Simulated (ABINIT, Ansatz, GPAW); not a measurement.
One calculation of V, 3 ways

```
V
1.0
    -1.51435    1.51435    1.51435
     1.51435   -1.51435    1.51435
     1.51435    1.51435   -1.51435
V
1
Direct
  0.00000 0.00000 0.00000
```

Alike in all runs: task band structure; functional revPBE; k mesh 12 × 12 × 12; occupations fermi-dirac, width 0.05 eV; collinear spin, ferromagnetic start; no spin-orbit coupling. Pressure is positive in compression and, in plane waves, holds the error of the finite cutoff, which Ansatz's Pulay term estimates and takes out.

```csv
program and potentials,plane-wave cutoff (eV),notes,pressure (GPa),net moment per atom (μB)
"Ansatz, Ansatz PAW",420,"potentials made for PBE, which Ansatz adapts in part; Pulay term of +0.11 GPa included",-2.36,0.00
"GPAW, the program's PAW data sets (release 1.2.1) made for this functional",600,-,-0.93,0.00
"ABINIT, JTH PAW PBE v2.0",408,potentials made for PBE,?,?
```

Estimate from the other rows what the run with ABINIT, JTH PAW PBE v2.0 gave.

Pressure -1.92 GPa; net moment per atom 0.00 μB. The other rows, which needn't bracket it: pressure -2.36 to -0.93; net moment per atom 0.00.
